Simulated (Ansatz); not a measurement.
**Sn: pressure up to the limit of the methods, part 1 of 2**

How does Sn (bcc type) answer strong compression, and how long do frozen cores keep up with all electrons? Methods of the runs shown: LAPW, crystal datasets and norm-conserving. Companion runs by PAW are cited. Its runs: the reference run (LAPW); volume scaled by 1 (crystal datasets and norm-conserving); volume scaled by 0.9 (LAPW and crystal datasets); volume scaled by 0.8 (LAPW); volume scaled by 0.7 (LAPW); volume scaled by 0.6 (LAPW and norm-conserving); volume scaled by 0.5 (LAPW and norm-conserving); volume scaled by 0.4 (LAPW, crystal datasets and norm-conserving).

Computed with Ansatz 0.2.0 (DFT PBE, with the methods named in each step, unless a step's input says otherwise).

### Step 1. The structure to begin with

Symmetry: Im-3m, No. 229, cubic system. The conventional cell has a = 3.809 Å, b = 3.809 Å, c = 3.809 Å, α = 90.00°, β = 90.00°, γ = 90.00°. Sn (site symmetry m-3m) has 8 Sn at 3.30 Å as nearest neighbours.

Structure file:

```
CELL_PARAMETERS angstrom
-1.90439 1.90439 1.90439
1.90439 -1.90439 1.90439
1.90439 1.90439 -1.90439
ATOMIC_POSITIONS crystal
Sn 0.00000 0.00000 0.00000
```

Whether this phase is the stable one at these pressures isn't tested.

### Step 2. The reference volume, LAPW

input.yaml reads:

```yaml
crystal:
  lattice:
    - [-1.9043927953, 1.9043927953, 1.9043927953]
    - [1.9043927953, -1.9043927953, 1.9043927953]
    - [1.9043927953, 1.9043927953, -1.9043927953]
  atoms:
    - { symbol: Sn, position: [0.0, 0.0, 0.0] }
kpoints:
  mp_grid: { grid: [14, 14, 14] }
  band_path:
    path:
      - [0.0, 0.0, 0.0]
      - [0.5, -0.5, 0.5]
      - [0.0, 0.0, 0.5]
      - [0.0, 0.0, 0.0]
      - [0.25, 0.25, 0.25]
      - [0.5, -0.5, 0.5]
      - [0.25, 0.25, 0.25]
      - [0.0, 0.0, 0.5]
    npoints: 14
scf:
  occupations: { method: fermi_dirac, width: 0.1 }
hamiltonian:
  xc: pbe
  pseudopotentials: { kind: all_electron, lapw: { basis_error: 0.001 } }
output:
  forces: true
  stress: true
  eigenvalues: true
  populations: true
  dos: { projected: true, de: 0.2, e_range: [-14, 8] }
```

Launch:

```console
$ ansatz run input.yaml --threads 1 --pin off --max-ram 2048MiB --backend cpu --events-out ev --progress --plain --runs-dir out
```

The program printed, cut to the lines that bear on the results:

```text
Sn: projections on atomic orbitals take those of the free atom 1s2 2s2 2p6 3s2 3p6 3d10 4s2 4p6 4d10 5s2 5p2, of charge +0.00 (hamiltonian.pseudopotentials.projection_atoms)
LAPW: plane waves up to 6.653 Å⁻¹, error target 1.0e-3 eV per atom; small_component_spin mean_spin; Sn in spheres of 1.649 Å, 22 of its electrons in bands, Dirac shells []
[...]
Pseudopotentials: kind: all_electron
Pseudopotential: Sn, LAPW, valence charge 22, Koelling and Harmon's equation, gaussian nucleus
Functional definition: PBE
[...]
Crystal: 1 atoms, lattice volume = 27.627 Å³
Basis set: ecut = 168.62723916610622 eV, 141 PW (Γ), exchange–correlation at level 2
Bands: 15, of which v1, the nominal top of the filled ones, is band 11 counted from 1 (10 counted from 0)
Symmetry: 48 space group operations
Space group: Im-3m (ITA 229), of the structure as read, at distance tolerance 3.0e-5 Å
k-points: 104 of 2744
[...]
SCF iter   1: F=—  HF=-168089.388779 eV  |F-HF|=—  |Δ(HF+E_count)|=         —  Δρ=4.81e-3  dr2=4.08e-3  ethr=1.83e-5  ⟨swp⟩=3.8  Hψ=11505  notcnv=0
[...]
SCF iter   7: F=-168089.376166 eV  HF=-168089.376166 eV  |F-HF|=2.07e-8  |Δ(HF+E_count)|=   2.20e-7  Δρ=1.15e-5  dr2=3.78e-8  ethr=3.48e-9  ⟨swp⟩=2.0  Hψ=4500  notcnv=0
[...]
NSCF: frozen V_eff on 99 k-points
SCF converged after 7 iterations
Free energy (F): -168089.376166 eV
[...]
E sigma→0 (E₀):  -168089.368050 eV
Entropy (-TS):   -0.016231 eV (-16.231 meV/atom)
Fermi energy:    13.499690 eV
[...]
--- Forces (eV/Å), atoms counted from 1 ---
  atom   1  Sn    -0.00000000     0.00000000    -0.00000000
[...]
--- Stress (GPa, compression-positive) ---
        0.002947       0.000000       0.000000
        0.000000       0.002947      -0.000000
        0.000000      -0.000000       0.002947
  P = ⅓ Tr σ = 0.0029 GPa (0.029 kbar)
--- Band table (eV; the first three rows and the last of 104) ---
  k-point 0: bands = ["-115.9640", "-71.7460", "-71.7460", "-71.7460", "-8.0510", "-8.0510", "-8.0510", "-7.9196", "-7.9196", "2.5415", "21.3304", "21.3304", "21.3304", "25.5714", "25.5714"]
[...]
--- Löwdin populations: 1 site ---
  site symbol       q [e]
     0     Sn     49.9698
  spilling = 0.000603 (of n_electrons = 50.000000)
```

Wall time 11 s (1 thread of Arm Neoverse V1, shared host); peak memory 0.28 GiB.

Result: pressure 0.00 GPa; no gap.

Levels at the path's labelled points, in eV from the Fermi level:

```
point  band 8  band 9  band 10  band 11  band 12  band 13  band 14
    Γ  -21.42  -21.42   -10.96     7.83     7.83     7.83    12.07
    H  -21.36  -21.36    -2.55    -0.45    -0.45    -0.45     3.85
    N  -21.43  -21.34    -6.38    -4.33     3.56     5.40     7.87
    Γ  -21.42  -21.42   -10.96     7.83     7.83     7.83    12.07
    P  -21.42  -21.42    -5.15    -1.40    -1.40    -1.40    17.64
    H  -21.36  -21.36    -2.55    -0.45    -0.45    -0.45     3.85
    P  -21.42  -21.42    -5.15    -1.40    -1.40    -1.40    17.64
    N  -21.43  -21.34    -6.38    -4.33     3.56     5.40     7.87
```

States per cell in windows of 1 eV (zero at the Fermi level; grid of 0.20 eV, so sharp peaks spill over the borders):

```
from  to  total  Sn 5p  Sn 5s
 -10  -9   0.20   0.08   0.13
  -9  -8   0.28   0.11   0.17
  -8  -7   0.35   0.13   0.22
  -7  -6   0.53   0.13   0.40
  -6  -5   0.42   0.07   0.34
  -5  -4   0.10   0.03   0.07
  -4  -3   0.30   0.25   0.05
  -3  -2   0.59   0.49   0.08
  -2  -1   0.49   0.39   0.09
  -1   0   0.58   0.48   0.08
   0   1   0.60   0.51   0.07
   1   2   0.60   0.52   0.06
   2   3   0.62   0.53   0.05
   3   4   0.64   0.54   0.04
   4   5   0.80   0.64   0.03
```

### Step 3. Volume scaled by 1, crystal datasets

input.yaml reads:

```yaml
crystal:
  lattice:
    - [-1.9043927953, 1.9043927953, 1.9043927953]
    - [1.9043927953, -1.9043927953, 1.9043927953]
    - [1.9043927953, 1.9043927953, -1.9043927953]
  atoms:
    - { symbol: Sn, position: [0.0, 0.0, 0.0] }
kpoints:
  mp_grid: { grid: [14, 14, 14] }
scf:
  occupations: { method: fermi_dirac, width: 0.1 }
hamiltonian:
  xc: pbe
  pseudopotentials: { kind: all_electron, datasets: crystal }
output:
  forces: true
  stress: true
  eigenvalues: true
```

Launch:

```console
$ ansatz run input.yaml --threads 1 --pin off --max-ram 2048MiB --backend cpu --events-out ev --progress --plain --runs-dir out
```

The program printed, cut to the lines that bear on the results:

```text
[...]
band count auto-derived: 12 (N_el = 14.0; filled up to band 7; 11 by the electrons, moments and atoms)
[...]
[... 1 set-up line as earlier in the session ...]
Pseudopotential: Sn, paw, valence charge 14, recommended cutoff 240 eV (normal), Koelling and Harmon's equation, gaussian nucleus
[... 1 set-up line as earlier in the session ...]
[...]
Crystal: 1 atoms, lattice volume = 27.627 Å³
Basis set: ecut = 240 eV, 225 PW (Γ), exchange–correlation on 36×36×36 points (8 copies of the dense FFT grid, shifted against one another)
Bands: 12, of which v1, the nominal top of the filled ones, is band 7 counted from 1 (6 counted from 0)
[... 2 set-up lines as earlier in the session ...]
k-points: 104 of 2744
[...]
Past the cutoffs: a stress includes 0.0027 GPa for waves and charges beyond them, in addition to the slope of what the spheres take
In the spheres:  the bands' charges fall short by 8.0e-7 e at most (sound up to 1e-3)
Fermi energy:    13.499694 eV
[...]
  The terms above E_closure are by the made datasets' own strengths, without shells solved beside the bands.
--- Forces (eV/Å), atoms counted from 1 ---
  atom   1  Sn    -0.00000000    -0.00000000     0.00000000
[...]
--- Stress (GPa, compression-positive) ---
        0.001863      -0.000000       0.000000
       -0.000000       0.001863       0.000000
        0.000000      -0.000000       0.001863
  P = ⅓ Tr σ = 0.0019 GPa (0.019 kbar)
--- Band table (eV; the first three rows and the last of 104) ---
  k-point 0: bands = ["-8.0510", "-8.0510", "-8.0510", "-7.9196", "-7.9196", "2.5415", "21.3304", "21.3304", "21.3304", "25.5714"]
[...]
```

Run time: 5.7 s. Hardware: 1 thread of Arm Neoverse V1, shared host; peak memory 0.32 GiB.

Read from it: pressure 0.00 GPa; no gap.

### Step 4. Volume scaled by 1, norm-conserving

input.yaml: that of step 3 with these lines changed.

```diff
@@ -13,3 +13,3 @@
   xc: pbe
-  pseudopotentials: { kind: all_electron, datasets: crystal }
+  pseudopotentials: { kind: nc }
 output:
```

Launch:

```console
$ ansatz run input.yaml --threads 1 --pin off --max-ram 2048MiB --backend cpu --events-out ev --progress --plain --runs-dir out
```

The program printed, cut to the lines that bear on the results:

```text
[...]
Pseudopotentials: kind: nc
Pseudopotential: Sn, nc, valence charge 14, recommended cutoff 979.609905 eV (normal), Sn.nc.azcp
[... 1 set-up line as earlier in the session ...]
[...]
Crystal: 1 atoms, lattice volume = 27.627 Å³
Basis set: ecut = 979.609905 eV, 1961 PW (Γ), exchange–correlation on 72×72×72 points (8 copies of the dense FFT grid, shifted against one another)
Bands: 11, of which v1, the nominal top of the filled ones, is band 7 counted from 1 (6 counted from 0)
[... 2 set-up lines as earlier in the session ...]
k-points: 104 of 2744
[...]
SCF iter   1: F=—  HF=-2207.915475 eV  |F-HF|=—  |Δ(HF+E_count)|=         —  Δρ=9.93e-3  dr2=3.89e-2  ethr=3.10e-3  ⟨swp⟩=7.3  Hψ=9476  notcnv=0
[...]
SCF iter   6: F=-2207.902472 eV  HF=-2207.902472 eV  |F-HF|=9.88e-9  |Δ(HF+E_count)|=   5.04e-7  Δρ=8.44e-6  dr2=1.35e-8  ethr=7.14e-10  ⟨swp⟩=11.3  Hψ=7203  notcnv=0
[...]
SCF converged after 6 iterations
Free energy (F): -2207.902472 eV
[...]
E sigma→0 (E₀):  -2207.894358 eV
Entropy (-TS):   -0.016227 eV (-16.227 meV/atom)
Fermi energy:    10.785390 eV
[...]
--- Forces (eV/Å), atoms counted from 1 ---
  atom   1  Sn     0.00000000    -0.00000000     0.00000000
[...]
--- Stress (GPa, compression-positive) ---
        0.016225      -0.000000      -0.000000
       -0.000000       0.016225      -0.000000
        0.000000       0.000000       0.016225
  P = ⅓ Tr σ = 0.0162 GPa (0.162 kbar)
--- Band table (eV; the first three rows and the last of 104) ---
  k-point 0: bands = ["-10.7668", "-10.7668", "-10.7668", "-10.6358", "-10.6358", "-0.1740", "18.6171", "18.6171", "18.6171", "22.8598", "22.8598"]
[...]
```

It took 7.5 s on 1 thread of Arm Neoverse V1, shared host; peak memory 0.32 GiB.

Result: pressure 0.02 GPa; no gap.

### Step 5. Volume scaled by 0.9, LAPW

input.yaml reads:

```yaml
crystal:
  lattice:
    - [-1.838671028, 1.838671028, 1.838671028]
    - [1.838671028, -1.838671028, 1.838671028]
    - [1.838671028, 1.838671028, -1.838671028]
  atoms:
    - { symbol: Sn, position: [0.0, 0.0, 0.0] }
kpoints:
  mp_grid: { grid: [14, 14, 14] }
scf:
  occupations: { method: fermi_dirac, width: 0.1 }
hamiltonian:
  xc: pbe
  pseudopotentials: { kind: all_electron, lapw: { basis_error: 0.001 } }
output:
  forces: true
  stress: true
  eigenvalues: true
  populations: true
```

Launch:

```console
$ ansatz run input.yaml --threads 1 --pin off --max-ram 2048MiB --backend cpu --events-out ev --progress --plain --runs-dir out
```

The program printed, cut to the lines that bear on the results:

```text
Sn: projections on atomic orbitals take those of the free atom 1s2 2s2 2p6 3s2 3p6 3d10 4s2 4p6 4d10 5s2 5p2, of charge +0.00 (hamiltonian.pseudopotentials.projection_atoms)
LAPW: plane waves up to 6.969 Å⁻¹, error target 1.0e-3 eV per atom; small_component_spin mean_spin; Sn in spheres of 1.592 Å, 22 of its electrons in bands, Dirac shells []
[...]
[... 3 set-up lines as earlier in the session ...]
[...]
Crystal: 1 atoms, lattice volume = 24.864 Å³
Basis set: ecut = 185.03067572635345 eV, 141 PW (Γ), exchange–correlation at level 2
Bands: 15, of which v1, the nominal top of the filled ones, is band 11 counted from 1 (10 counted from 0)
[... 1 set-up line as earlier in the session ...]
Space group: Im-3m (ITA 229), of the structure as read, at distance tolerance 2.9e-5 Å
k-points: 104 of 2744
[...]
SCF converged after 7 iterations
Free energy (F): -168089.325880 eV
[...]
E sigma→0 (E₀):  -168089.318214 eV
Entropy (-TS):   -0.015332 eV (-15.332 meV/atom)
Fermi energy:    15.450014 eV
[...]
--- Forces (eV/Å), atoms counted from 1 ---
  atom   1  Sn    -0.00000000    -0.00000000     0.00000000
[...]
--- Stress (GPa, compression-positive) ---
        6.448588      -0.000000       0.000000
       -0.000000       6.448588       0.000000
        0.000000       0.000000       6.448588
  P = ⅓ Tr σ = 6.4486 GPa (64.486 kbar)
--- Band table (eV; the first three rows and the last of 104) ---
  k-point 0: bands = ["-114.0465", "-69.8299", "-69.8299", "-69.8299", "-6.1845", "-6.1845", "-6.1845", "-6.0042", "-6.0042", "3.6877", "24.2904", "24.2904", "24.2904", "27.7174", "27.7174"]
[...]
--- Löwdin populations: 1 site ---
  site symbol       q [e]
     0     Sn     49.9656
  spilling = 0.000688 (of n_electrons = 50.000000)
```

Run time: 8.1 s. Hardware: 1 thread of Arm Neoverse V1, shared host; peak memory 0.27 GiB.

Result: pressure 6.45 GPa; no gap.

### Step 6. Volume scaled by 0.9, crystal datasets

input.yaml: that of step 5 with these lines changed.

```diff
@@ -13,3 +13,3 @@
   xc: pbe
-  pseudopotentials: { kind: all_electron, lapw: { basis_error: 0.001 } }
+  pseudopotentials: { kind: all_electron, datasets: crystal }
 output:
@@ -18,2 +18 @@
   eigenvalues: true
-  populations: true
```

Launch:

```console
$ ansatz run input.yaml --threads 1 --pin off --max-ram 2048MiB --backend cpu --events-out ev --progress --plain --runs-dir out
```

The program printed, cut to the lines that bear on the results:

```text
[...]
band count auto-derived: 12 (N_el = 14.0; filled up to band 7; 11 by the electrons, moments and atoms)
[...]
[... 1 set-up line as earlier in the session ...]
Pseudopotential: Sn, paw, valence charge 14, recommended cutoff 260 eV (normal), Koelling and Harmon's equation, gaussian nucleus
[... 1 set-up line as earlier in the session ...]
[...]
Crystal: 1 atoms, lattice volume = 24.864 Å³
Basis set: ecut = 260 eV, 225 PW (Γ), exchange–correlation on 36×36×36 points (8 copies of the dense FFT grid, shifted against one another)
Bands: 12, of which v1, the nominal top of the filled ones, is band 7 counted from 1 (6 counted from 0)
[... 2 set-up lines as earlier in the session ...]
k-points: 104 of 2744
[...]
Past the cutoffs: a stress includes 0.0004 GPa for waves and charges beyond them, in addition to the slope of what the spheres take
In the spheres:  the bands' charges fall short by 6.0e-7 e at most (sound up to 1e-3)
Fermi energy:    15.450023 eV
[...]
  The terms above E_closure are by the made datasets' own strengths, without shells solved beside the bands.
--- Forces (eV/Å), atoms counted from 1 ---
  atom   1  Sn    -0.00000000    -0.00000000     0.00000000
[...]
--- Stress (GPa, compression-positive) ---
        6.446852       0.000000      -0.000000
        0.000000       6.446852       0.000000
        0.000000       0.000000       6.446852
  P = ⅓ Tr σ = 6.4469 GPa (64.469 kbar)
--- Band table (eV; the first three rows and the last of 104) ---
  k-point 0: bands = ["-6.1846", "-6.1846", "-6.1846", "-6.0043", "-6.0043", "3.6878", "24.2904", "24.2904", "24.2904", "27.7174"]
[...]
```

It took 5.5 s on 1 thread of Arm Neoverse V1, shared host; peak memory 0.32 GiB.

In short: pressure 6.45 GPa; no gap.

### Step 7. Volume scaled by 0.8, LAPW

input.yaml reads:

```yaml
crystal:
  lattice:
    - [-1.7678816667, 1.7678816667, 1.7678816667]
    - [1.7678816667, -1.7678816667, 1.7678816667]
    - [1.7678816667, 1.7678816667, -1.7678816667]
  atoms:
    - { symbol: Sn, position: [0.0, 0.0, 0.0] }
kpoints:
  mp_grid: { grid: [14, 14, 14] }
scf:
  occupations: { method: fermi_dirac, width: 0.1 }
hamiltonian:
  xc: pbe
  pseudopotentials: { kind: all_electron, lapw: { basis_error: 0.001 } }
output:
  forces: true
  stress: true
  eigenvalues: true
  populations: true
```

Launch:

```console
$ ansatz run input.yaml --threads 1 --pin off --max-ram 2048MiB --backend cpu --events-out ev --progress --plain --runs-dir out
```

The program printed, cut to the lines that bear on the results:

```text
Sn: projections on atomic orbitals take those of the free atom 1s2 2s2 2p6 3s2 3p6 3d10 4s2 4p6 4d10 5s2 5p2, of charge +0.00 (hamiltonian.pseudopotentials.projection_atoms)
LAPW: plane waves up to 7.333 Å⁻¹, error target 1.0e-3 eV per atom; small_component_spin mean_spin; Sn in spheres of 1.531 Å, 22 of its electrons in bands, Dirac shells []
[...]
[... 3 set-up lines as earlier in the session ...]
[...]
Crystal: 1 atoms, lattice volume = 22.101 Å³
Basis set: ecut = 204.90010912896136 eV, 141 PW (Γ), exchange–correlation at level 2
Bands: 15, of which v1, the nominal top of the filled ones, is band 11 counted from 1 (10 counted from 0)
[... 1 set-up line as earlier in the session ...]
Space group: Im-3m (ITA 229), of the structure as read, at distance tolerance 2.8e-5 Å
k-points: 104 of 2744
[...]
SCF converged after 7 iterations
Free energy (F): -168089.124267 eV
[...]
E sigma→0 (E₀):  -168089.116910 eV
Entropy (-TS):   -0.014715 eV (-14.715 meV/atom)
Fermi energy:    17.874543 eV
[...]
--- Forces (eV/Å), atoms counted from 1 ---
  atom   1  Sn     0.00000000     0.00000000     0.00000000
[...]
--- Stress (GPa, compression-positive) ---
       18.136095       0.000000      -0.000000
        0.000000      18.136095       0.000000
       -0.000000       0.000000      18.136095
  P = ⅓ Tr σ = 18.1361 GPa (181.361 kbar)
--- Band table (eV; the first three rows and the last of 104) ---
  k-point 0: bands = ["-111.6891", "-67.4742", "-67.4742", "-67.4742", "-3.9029", "-3.9029", "-3.9029", "-3.6497", "-3.6497", "5.1080", "27.9798", "27.9798", "27.9798", "30.3178", "30.3178"]
[...]
--- Löwdin populations: 1 site ---
  site symbol       q [e]
     0     Sn     49.9608
  spilling = 0.000784 (of n_electrons = 50.000000)
```

It took 8.2 s on 1 thread of Arm Neoverse V1, shared host; peak memory 0.27 GiB.

Read from it: pressure 18.14 GPa; no gap.

### Step 8. Volume scaled by 0.7, LAPW

input.yaml: that of step 7 with these lines changed.

```diff
@@ -2,5 +2,5 @@
   lattice:
-    - [-1.7678816667, 1.7678816667, 1.7678816667]
-    - [1.7678816667, -1.7678816667, 1.7678816667]
-    - [1.7678816667, 1.7678816667, -1.7678816667]
+    - [-1.6909179838, 1.6909179838, 1.6909179838]
+    - [1.6909179838, -1.6909179838, 1.6909179838]
+    - [1.6909179838, 1.6909179838, -1.6909179838]
   atoms:
```

Launch:

```console
$ ansatz run input.yaml --threads 1 --pin off --max-ram 2048MiB --backend cpu --events-out ev --progress --plain --runs-dir out
```

The program printed, cut to the lines that bear on the results:

```text
Sn: projections on atomic orbitals take those of the free atom 1s2 2s2 2p6 3s2 3p6 3d10 4s2 4p6 4d10 5s2 5p2, of charge +0.00 (hamiltonian.pseudopotentials.projection_atoms)
LAPW: plane waves up to 7.761 Å⁻¹, error target 1.0e-3 eV per atom; small_component_spin mean_spin; Sn in spheres of 1.464 Å, 22 of its electrons in bands, Dirac shells []
[...]
[... 3 set-up lines as earlier in the session ...]
[...]
Crystal: 1 atoms, lattice volume = 19.339 Å³
Basis set: ecut = 229.4583014586452 eV, 141 PW (Γ), exchange–correlation at level 2
Bands: 15, of which v1, the nominal top of the filled ones, is band 11 counted from 1 (10 counted from 0)
[... 1 set-up line as earlier in the session ...]
Space group: Im-3m (ITA 229), of the structure as read, at distance tolerance 2.7e-5 Å
k-points: 104 of 2744
[...]
SCF converged after 7 iterations
Free energy (F): -168088.642294 eV
[...]
E sigma→0 (E₀):  -168088.634658 eV
Entropy (-TS):   -0.015272 eV (-15.272 meV/atom)
Fermi energy:    20.976362 eV
[...]
--- Forces (eV/Å), atoms counted from 1 ---
  atom   1  Sn     0.00000000     0.00000000    -0.00000000
[...]
--- Stress (GPa, compression-positive) ---
       40.113962       0.000000      -0.000000
        0.000000      40.113962       0.000000
       -0.000000       0.000000      40.113962
  P = ⅓ Tr σ = 40.1140 GPa (401.140 kbar)
--- Band table (eV; the first three rows and the last of 104) ---
  k-point 0: bands = ["-108.7161", "-64.5031", "-64.5031", "-64.5031", "-1.0469", "-1.0469", "-1.0469", "-0.6808", "-0.6808", "6.9227", "32.6999", "32.6999", "32.6999", "33.5434", "33.5434"]
[...]
--- Löwdin populations: 1 site ---
  site symbol       q [e]
     0     Sn     49.9553
  spilling = 0.000893 (of n_electrons = 50.000000)
```

Wall time 8.4 s (1 thread of Arm Neoverse V1, shared host); peak memory 0.28 GiB.

Result: pressure 40.11 GPa; no gap.

(Continued in part 2 of 2.)
